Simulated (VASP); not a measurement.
Level of theory: PBE GGA, VASP's PBE PAW potentials (set 64) (plane waves; VASP 6.6.1).

The input files of a VASP run:

### INCAR
```
# general
SYSTEM  = CsI
PREC    = Accurate
ENCUT   = 600
LREAL   = .False.   # projection in real space or not
LASPH   = .True.   # aspherical one-centre terms

# electronic loop
EDIFF   = 1E-6   # SCF stop (eV)
NELM    = 100   # most electronic steps
ALGO    = Normal
LMAXMIX = 4

# smearing
ISMEAR  = 0   # Gaussian
SIGMA   = 0.05   # width (eV)

# functional
GGA     = PE

# ions
ISIF    = 2

# output
LWAVE   = .False.
LCHARG  = .False.
```

**POSCAR**
```
CsI
1
    4.6614000000     0.0000000000     0.0000000000
    0.0000000000     4.6614000000     0.0000000000
    0.0000000000     0.0000000000     4.6614000000
Cs I
1 1
Direct
  0.0000000000   0.0000000000   0.0000000000
  0.5000000000   0.5000000000   0.5000000000
```

File KPOINTS:
```
Automatic mesh
0
Gamma
5 5 5
0 0 0
```

POTCAR, in this order: Cs_sv I (PBE.64 set). Program: vasp_std.

Output

**OSZICAR**
```
       N       E                     dE             d eps       ncg     rms          rms(c)
DAV:   1     0.949048499332E+02    0.94905E+02   -0.66327E+03   240   0.122E+03
DAV:   2     0.205869074197E+01   -0.92846E+02   -0.87258E+02   372   0.171E+02
DAV:   3    -0.548098836489E+01   -0.75397E+01   -0.75124E+01   308   0.556E+01
DAV:   4    -0.559430281388E+01   -0.11331E+00   -0.11328E+00   272   0.829E+00
DAV:   5    -0.559579446217E+01   -0.14916E-02   -0.14916E-02   308   0.101E+00    0.156E+00
DAV:   6    -0.546602138850E+01    0.12977E+00   -0.17412E-01   268   0.192E+00    0.119E+00
DAV:   7    -0.543826376919E+01    0.27758E-01   -0.14697E-01   280   0.183E+00    0.607E-01
DAV:   8    -0.544196039928E+01   -0.36966E-02   -0.10597E-02   276   0.670E-01    0.713E-02
DAV:   9    -0.544238139268E+01   -0.42099E-03   -0.11633E-03   268   0.218E-01    0.782E-02
DAV:  10    -0.544246777824E+01   -0.86386E-04   -0.11816E-04   280   0.824E-02    0.134E-02
DAV:  11    -0.544246543720E+01    0.23410E-05   -0.29534E-05   292   0.272E-02    0.549E-03
DAV:  12    -0.544246626217E+01   -0.82497E-06   -0.37297E-06   272   0.143E-02
   1 F= -.54424663E+01 E0= -.54424663E+01  d E =-.742850E-11
```

File OUTCAR:
```
------------------------ aborting loop because EDIFF is reached ----------------------------------------
  FORCE on cell =-STRESS in cart. coord.  units (eV):
  Direction    XX          YY          ZZ          XY          YZ          ZX
  --------------------------------------------------------------------------------------
  Total        0.0401530      0.0401530      0.0401530     -0.0000000      0.0000000     -0.0000000
  in kB        0.6351546      0.6351546      0.6351546     -0.0000000      0.0000000     -0.0000000
  external PRESSURE =       0.6351546 kB  Pullay stress =       0.0000000 kB
  volume of cell :      101.29
      direct lattice vectors                 reciprocal lattice vectors
     4.661400000  0.000000000  0.000000000     0.214527824  0.000000000  0.000000000
     0.000000000  4.661400000  0.000000000     0.000000000  0.214527824  0.000000000
     0.000000000  0.000000000  4.661400000     0.000000000  0.000000000  0.214527824
 POSITION                                       TOTAL-FORCE (eV/Angst)
 -----------------------------------------------------------------------------------
      0.00000      0.00000      0.00000         0.000000      0.000000      0.000000
      2.33070      2.33070      2.33070         0.000000      0.000000      0.000000
 -----------------------------------------------------------------------------------
    total drift:                                0.000000      0.000000     -0.000000
  FREE ENERGIE OF THE ION-ELECTRON SYSTEM (eV)
  ---------------------------------------------------
  free  energy   TOTEN  =        -5.4424662622 eV

  energy  without entropy=       -5.4424662622  energy(sigma->0) =       -5.44246626
```
(Selected blocks of OUTCAR.)

The compound is CsI in the CsCl type structure. The cell was not relaxed at this level. The run is one of a series of settings (ENCUT = 600 against the base run), some of them coarse on purpose.
